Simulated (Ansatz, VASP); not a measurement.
## Two plane-wave programs on F

File INCAR:

```
ALGO = Normal
EDIFF = 1E-8
ENCUT = 520
GGA = PE
ISIF = 2
ISMEAR = -1
LASPH = True
LCHARG = False
LEFG = True
LREAL = False
LWAVE = False
NBANDS = 14
NELM = 100
PREC = Accurate
SIGMA = 0.05
```

File KPOINTS:

```
k-points
0
Gamma
  16 16 16
```

File POSCAR:

```
F
1.0
    0.0000000000      2.4207238285      2.4207238285
    2.4207238285      0.0000000000      2.4207238285
    2.4207238285      2.4207238285      0.0000000000
F
2
Direct
    0.0000000000      0.0000000000      0.0000000000
    0.2500000000      0.2500000000      0.2500000000
```

Input for Ansatz:

```yaml
crystal:
  lattice:
    - [0.0, 2.4207238285, 2.4207238285]
    - [2.4207238285, 0.0, 2.4207238285]
    - [2.4207238285, 2.4207238285, 0.0]
  atoms:
    - { symbol: F, position: [0.0, 0.0, 0.0] }
    - { symbol: F, position: [0.25, 0.25, 0.25] }
kpoints:
  mp_grid: { grid: [16, 16, 16] }
scf:
  occupations: { method: fermi_dirac, width: 0.05 }
hamiltonian:
  xc: pbe
  pseudopotentials: { kind: paw }
output:
  forces: true
  stress: true
  eigenvalues: true
  efg: { contact_densities: true }
  write_density: true
  write_potential: true
  elf: true
  volumetric_format: npy
```

Change from the starting cell: volume scaled by 0.98, PAW files.

Alike in both runs: task electric field gradients; functional PBE; k mesh 16 × 16 × 16; occupations fermi-dirac, width 0.05 eV; no spin polarisation.

|  | VASP | Ansatz |
| --- | --- | --- |
| version | VASP 6.6.1 | Ansatz 0.2.0 |
| potentials or method | VASP PAW PBE potentials, release 64 (F) | PAW with Ansatz's default frozen-core files, scalar-relativistic |
| plane-wave cutoff (eV) | 520 | 420 |
| valence electrons in the cell | 14 | 14 |

VASP gave:

| Quantity | Value |
| --- | --- |
| pressure (GPa) | 0.3 |
| Vzz of the field gradient on the site that differs most (V/Å²) | 0.0 |

Problem. Estimate Ansatz's values.

Solution. Pressure (GPa): 0.8; Vzz of the field gradient on the site that differs most (V/Å²): 0.0.
